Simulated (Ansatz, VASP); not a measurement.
**Two plane-wave programs on InSe**

```
CELL_PARAMETERS angstrom
0.00000 2.95215 2.95215
2.95215 0.00000 2.95215
2.95215 2.95215 0.00000
ATOMIC_POSITIONS crystal
In 0.00000 0.00000 0.00000
Se 0.50000 0.50000 0.50000
```

The cell was built by a generator and needn't be a form met in nature.

Alike in both runs: task single point; functional PBE; dispersion D3(BJ); k mesh 6 × 6 × 6; occupations gaussian, width 0.05 eV; no spin polarisation.

|  | VASP | Ansatz |
| --- | --- | --- |
| version | VASP 6.6.1 | Ansatz 0.2.0 |
| potentials or method | VASP PAW PBE potentials, release 64 (In_d, Se) | scalar-relativistic, plane waves, PAW |
| plane-wave cutoff (eV) | 520 | 420 |
| valence electrons in the cell | 19 | 29 |

VASP gave:

- gap on the k mesh at the Fermi level (eV): none
- pressure (GPa): -1.2

Problem. Estimate Ansatz's values.

Solution. gap on the k mesh at the Fermi level (eV): none; pressure (GPa): -1.3.

A gap of «none» marks a metal or a gap that the smearing closes. The two sets of potentials don't hold the same shells in valence.

Caveats: pairwise dispersion overbinds metals, which lowers pressure and volume.
